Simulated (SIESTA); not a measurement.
The system is Sb.

```xyz
2
Lattice="2.1542 1.2437 3.7580 -2.1542 1.2437 3.7580 0.0000 -2.4875 3.7580" Properties=species:S:1:pos:R:3 pbc="T T T"
Sb    0.0000    0.0000    8.6416
Sb    0.0000    0.0000    2.6324
```

Base run:

- Program: SIESTA 5.4.2
- Functional: PBE
- Potentials or basis: PseudoDojo 0.4 standard (PBE files)
- Basis: DZP (energy shift 0.002 Ry)
- Grid cutoff: 500 Ry
- Energy shift: 0.002 Ry
- k mesh: 8 × 8 × 8
- Occupations: fermi-dirac, width 0.05 eV
- Spin: no spin polarisation

Its results: band gap on the k mesh none (metal or under the smearing width); pressure 4.0 GPa; largest force 0.326 eV/Å.

Problem. After a change of settings the same cell gave: band gap on the k mesh none (metal or under the smearing width); pressure 2.3 GPa; largest force 0.289 eV/Å. Which change was it?
A. potentials or basis from PseudoDojo 0.4 standard (PBE files) to SG15 1.2 (PBE files) or PseudoDojo by element
B. functional from PBE to RPBE
C. functional from PBE to vdW-DF-cx
D. basis from DZP (energy shift 0.002 Ry) to DZP (energy shift 0.003 Ry; two zetas on semicore shells); energy shift from 0.002 Ry to 0.003 Ry

Solution. C.

Caveats: semicore shells carry a single zeta, which can move pressures by several GPa and volumes by a few percent; the basis of atomic orbitals isn't converged, which shifts pressures, moduli and gaps; the potentials were made for another functional, which shifts forces and pressure (some runs).

Not every run made on this cell is shown here.
